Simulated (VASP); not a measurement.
Input of a VASP 6.6.1 run:

File INCAR:

```
SYSTEM = Te2Mo
PREC = Accurate
ENCUT = 520
EDIFF = 1E-6
ISMEAR = 0
SIGMA = 0.02
LREAL = .False.
LASPH = .True.
NELM = 100
ALGO = Normal
ISIF = 2
LWAVE = .False.
LCHARG = .False.
GGA = PE
IVDW = 12
NBANDS = 20
```

Contents of KPOINTS:

```
Automatic mesh
0
Gamma
  9 9 2
  0 0 0
```

Contents of POSCAR:

```
Te2Mo
1.0
    3.4941330841      0.0000000000      0.0000000000
   -1.7470665421      3.0260080151      0.0000000000
    0.0000000000      0.0000000000      7.6700538832
Te Mo
2 1
Direct
    0.3333333333      0.6666666667      0.7627300582
    0.3333333333      0.6666666667      0.2372699418
    0.0000000000      0.0000000000      0.0000000000
```

Potentials or basis: VASP PAW PBE potentials, release 64 (Te, Mo_sv).

Launch:

```sh
$ cat potpaw_PBE.64/Te/POTCAR potpaw_PBE.64/Mo_sv/POTCAR > POTCAR
$ mpirun -np 1 vasp_std > vasp.out
```

(1) Estimate the largest force.

(2) Estimate the pressure.

Answers

(1) 0.014 eV/Å.

(2) 0.0 GPa.
